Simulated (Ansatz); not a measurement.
Write the native input for Ansatz 0.2.0 that does the following.

* Task: density of states
* Functional: PBE
* Potentials or basis: all-electron PAW datasets made for the crystal
* Cutoff: 480 eV (chosen from the basis error)
* k mesh: 9 × 9 × 5
* Occupations: fermi-dirac, width 0.05 eV
* Spin: no spin polarisation

CuO:

```xyz
4
Lattice="2.8795 0.0000 0.0000 0.0391 2.8793 0.0000 0.0175 0.0172 5.1763" Properties=species:S:1:pos:R:3 pbc="T T T"
Cu    0.0195    1.4396    0.0000
Cu    1.4485    0.0086    2.5882
O     2.8881    0.0177    3.8817
O     0.0479    2.8788    1.2947
```

The cell comes from a database or a generator and needn't be the stable form of this composition.

These files were run (other wordings do the same):

input.yaml

```yaml
crystal:
  lattice:
    - [2.8795009639, 0.0, 0.0]
    - [0.039072758, 2.8792794796, 0.0]
    - [0.0174953863, 0.0172449008, 5.1763391994]
  atoms:
    - { symbol: Cu, position: [0.0, 0.5, 0.0] }
    - { symbol: Cu, position: [0.5, 0.0, 0.5] }
    - { symbol: O, position: [0.99842397, 0.00167178, 0.7498871] }
    - { symbol: O, position: [0.00157603, 0.99832822, 0.2501129] }
kpoints:
  mp_grid: { grid: [9, 9, 5] }
scf:
  occupations: { method: fermi_dirac, width: 0.05 }
hamiltonian:
  xc: pbe
  pseudopotentials: { kind: all_electron, datasets: crystal }
output:
  forces: true
  stress: true
  eigenvalues: true
  dos: { projected: false, de: 0.1, e_range: [-10, 8] }
```

Potentials or basis: all-electron PAW datasets made for the crystal.

Launch:

```bash
$ ansatz run input.yaml --threads 2 --pin off --max-ram 6144MiB --backend cpu --events-out ev --progress --plain --runs-dir out
```

Results of the run:

```json
{
  "Pressure": "5.8 GPa",
  "Largest force": "0.011 eV/Å",
  "Band gap on the k mesh": "none (metal or under the smearing width)"
}
```

Caveat: the program warned that the printed levels may be off, so bands, gaps and densities of states are rough; the run has no spin polarisation, though such a crystal can be magnetic; semilocal functionals often make such compounds metallic where correlation or magnetic order opens a gap, which also shifts bond lengths; the density of states is complete only up to the lowest level of the last band computed.

It took 120 s on 2 threads of Intel(R) Xeon(R) Processor @ 2.50GHz (Skylake/Cascade Lake) (shared host), peak memory 1.3 GiB.
